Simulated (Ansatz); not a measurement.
HgSe:

```
Hg Se
1.0
     0.00000    3.03900    3.03900
     3.03900    0.00000    3.03900
     3.03900    3.03900    0.00000
Hg Se
1 1
Direct
  0.00000 0.00000 0.00000
  0.75000 0.75000 0.75000
```

```yaml
Program: Ansatz 0.2.0
Task: relaxation of cell and atoms
Functional: RPBE
Dispersion: D3(BJ)
Potentials_or_basis: Ansatz PAW
Cutoff: "420 eV (not typed: the program's choice for these potentials)"
k_mesh: 8 × 8 × 8
Occupations: fermi-dirac, width 0.05 eV
Spin: no spin polarisation
```

At the start: volume 28.07 Å³/atom.

Where does the relaxation end?

It ends after 5 steps and the volume is 26.90 Å³/atom (-4.2 %); space group F-43m (No. 216, to 0.05 Å).

The path:
| step | energy change (eV) | largest force (eV/Å) | volume (Å³) |
| --- | --- | --- | --- |
| 1 | 0.0000 | 0.0000 | 56.13 |
| 2 | -0.0161 | 0.0000 | 52.95 |
| 3 | -0.0186 | 0.0000 | 53.87 |
| 4 | -0.0186 | 0.0000 | 53.80 |
| 5 | -0.0181 | 0.0000 | 53.80 |

Final structure:
```cif
data_structure
_symmetry_space_group_name_H-M 'P 1'
_symmetry_Int_Tables_number 1
_cell_length_a 4.2373
_cell_length_b 4.2373
_cell_length_c 4.2373
_cell_angle_alpha 60.000
_cell_angle_beta 60.000
_cell_angle_gamma 60.000
_cell_volume 53.80
loop_
_atom_site_label
_atom_site_type_symbol
_atom_site_fract_x
_atom_site_fract_y
_atom_site_fract_z
_atom_site_occupancy
Hg1 Hg 0.00000 0.00000 0.00000 1
Se1 Se 0.75000 0.75000 0.75000 1
```

Caveat: the plane-wave basis is chosen anew once the cell has moved, so the energies of steps on either side of that aren't comparable; the PAW data sets come from PBE, with cores solved anew for the run's functional, which leaves a small shift of forces and pressure.
